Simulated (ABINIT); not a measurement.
A calculation with ABINIT 10.8.3 (patched build) of Hf (native input, structure typed inline):

The input run.abi:

```
# Pseudopotentials
pp_dirpath "./"
pseudos "Hf.GGA_PBE-JTH.xml"

# Structure
acell 3*1.0
rprim
    -3.4109556549     3.4109556549     3.4109556549
     3.4109556549    -3.4109556549     3.4109556549
     3.4109556549     3.4109556549    -3.4109556549
ntypat 1
znucl 72
natom 1
typat 1
xred
     0.0000000000     0.0000000000     0.0000000000

# Plane-wave basis
ecut 17.0
pawecutdg 34.0

# k points
kptopt 4
ngkpt 10 10 10
nshiftk 1
shiftk 0.0 0.0 0.0

# Exchange and correlation
ixc 11
vdw_xc 6

# Bands and occupations
nband 20
occopt 4
tsmear 0.02 eV

# Spin
nspinor 2
nspden 1
pawspnorb 1

# SCF cycle
nstep 100
tolvrs 1.0e-9

# Output
iomode 3
prtwf 0
prtden 0
prteig 0
prtebands 0
enunit 2
```

Potentials or basis: JTH PAW PBE v2.0.

Launch:

```console
$ abinit run.abi > log 2>&1
```

This isn't the form of Hf at room conditions, which is hcp.

Write the same calculation in another form: ASE script, structure typed inline.

As run:

Contents of run.py:

```python
import json, os
import numpy as np
from ase.units import GPa
from ase.calculators.abinit import Abinit, AbinitProfile
from ase import Atoms

atoms = Atoms(['Hf'],
              cell=[[-1.805, 1.805, 1.805], [1.805, -1.805, 1.805], [1.805, 1.805, -1.805]],
              scaled_positions=[[0.0, 0.0, 0.0]],
              pbc=True)

profile = AbinitProfile(command='abinit', pp_paths=[os.path.abspath('pseudos')])
params = dict(
    pps='pawxml', xc='PBE',
    ecut=462.5936,
    pawecutdg=925.1871,
    kptopt=4,
    ngkpt=[10, 10, 10],
    nshiftk=1,
    shiftk=[0.0, 0.0, 0.0],
    ixc=11,
    vdw_xc=6,
    nband=20,
    occopt=4,
    tsmear=0.02,
    nspinor=2,
    nspden=1,
    pawspnorb=1,
    nstep=100,
    tolvrs=1e-09,
    prtwf=0,
    prtden=0,
)

atoms.calc = Abinit(profile=profile, directory='run', **params)
energy = atoms.get_potential_energy()
forces = atoms.get_forces()
stress = atoms.get_stress()
print(f'energy {energy:.6f} eV')
print('forces (eV/A)')
print(np.round(forces, 5))
print('stress (GPa, Voigt, tension positive)', np.round(stress / GPa, 4))
json.dump(dict(energy=energy, forces=forces.tolist(), stress=stress.tolist(), cell=atoms.cell.tolist(), frac=atoms.get_scaled_positions(wrap=False).tolist()), open('results.json', 'w'))
```

Potentials or basis: JTH PAW PBE v2.0.

Run with:

```console
$ python run.py
```

Both were run:

|  | native input, structure typed inline | ASE script, structure typed inline |
| --- | --- | --- |
| Band gap on the k mesh | none (metal or under the smearing width) | none (metal or under the smearing width) |
| Valence electrons inside the program's atomic spheres | Hf 9.42 (radii [1.2759] Å) | Hf 9.42 (radii [1.2759] Å) |

Keys that steer only the numerical path or the files written may differ.

Caveat: the cutoff is too short for stress, so the log's stress isn't used; pairwise dispersion overbinds metals, which lowers pressure and volume.
